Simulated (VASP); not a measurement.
Set up this calculation in VASP 6.6.1, as the native input.

```
Task                   : electrostatic potential
Functional             : r2SCAN
Potentials or basis    : VASP PAW PBE potentials, release 64 (Na_pv, F)
Cutoff                 : 520 eV
k mesh                 : 10 × 10 × 10
Occupations            : gaussian, width 0.02 eV
Spin                   : no spin polarisation
Further INCAR settings : ALGO = Normal; EDIFF = 1e-07
```

The structure of NaF lies in POSCAR:

```
NaF                                     
1.0
    0.0000000000      2.2862894006      2.2862894006
    2.2862894006      0.0000000000      2.2862894006
    2.2862894006      2.2862894006     -0.0000000000
  Na              F             
     1     1
Direct
     0.0000000000000000    0.0000000000000000    0.0000000000000000
     0.5000000000000000    0.5000000000000000    0.5000000000000000
```

The cell was built by a generator and needn't be a form met in nature.

These files were run (other wordings do the same):

INCAR

```
SYSTEM = NaF
PREC = Accurate
ENCUT = 520
EDIFF = 1E-7
ISMEAR = 0
SIGMA = 0.02
LREAL = .False.
LASPH = .True.
NELM = 60
ALGO = Normal
ISIF = 2
LWAVE = .False.
LCHARG = .True.
METAGGA = R2SCAN
LMIXTAU = .True.
LVHAR = .True.
```

KPOINTS

```
regular mesh
0
Gamma
  10 10 10
  0 0 0
```

Potentials or basis: VASP PAW PBE potentials, release 64 (Na_pv, F).

Run with:

```bash
$ cat potpaw_PBE.64/Na_pv/POTCAR potpaw_PBE.64/F/POTCAR > POTCAR
$ mpirun -np 1 vasp_std > vasp.out
```

It gave:

* Pressure: -0.1 GPa
* Band gap on the k mesh: 7.41 eV, direct

Caveat: the PAW data sets were made with another functional, which shifts forces and pressure a little.

It took 27 s on 1 thread of Intel(R) Xeon(R) Platinum 8488C (Sapphire Rapids), on a shared host, peak memory 0.14 GiB.
